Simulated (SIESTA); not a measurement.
KBr in SIESTA: convergence with Tolerance

Crystal: KBr.

```xyz
2
Lattice="0.0000 3.3000 3.3000 3.3000 0.0000 3.3000 3.3000 3.3000 0.0000" Properties=species:S:1:pos:R:3 pbc="T T T"
Br    3.3323    3.3097    3.3103
K     0.0259   -0.0284    0.0328
```

The cell isn't the ideal one: atoms moved at random, drawn with an rms of 0.05 Å.

```yaml
Program: SIESTA 5.4.2
Task: single point
Functional: PBEsol
Potentials_or_basis: PseudoDojo 0.4 standard (PBEsol files)
Basis: DZP (energy shift 0.002 Ry; d shell added on K)
Grid_cutoff: 800 Ry
Energy_shift: 0.002 Ry
k_mesh: 5 × 5 × 5
Occupations: fermi-dirac, width 0.05 eV
Spin: no spin polarisation
```

These are the settings of the first run; the series varies Tolerance, with any setting tied to it.

Hardware: 1 thread of Arm Neoverse V1, on a shared host.

Q: The values tried are 0.1, 0.01, 0.001, 0.0001, 1e-05, 1e-06, loosest first. From which on does the pressure stay within 0.1 GPa of the tightest run that finished?

A: From 0.01 on.

| Tolerance | energy less the tightest run, at zero smearing (meV/atom) | pressure (GPa) | gap on the mesh (eV) | SCF cycles | CPU time (s) | peak memory (GiB) |
| --- | --- | --- | --- | --- | --- | --- |
| 0.1 | 18.63 | 0.13 | 4.519 | 2 | 19 | 0.34 |
| 0.01 | 0.02 | -0.28 | 4.340 | 4 | 23 | 0.34 |
| 0.001 | 0.00 | -0.29 | 4.342 | 7 | 29 | 0.34 |
| 0.0001 | 0.00 | -0.29 | 4.342 | 7 | 29 | 0.34 |
| 1e-05 | 0.00 | -0.29 | 4.342 | 10 | 35 | 0.34 |
| 1e-06 | 0.00 | -0.29 | 4.342 | 11 | 39 | 0.34 |

Against the tightest run, the energy stays within 1 meV/atom from 0.01 on; the gap on the mesh stays within 0.01 eV from 0.01 on. The tightest run that finished is the yardstick and may itself not be fully converged.

Caveat, for the tightest run too: semicore shells carry a single zeta, which can move pressures by several GPa and volumes by a few percent; the basis of atomic orbitals isn't converged, which shifts pressures, moduli and gaps.
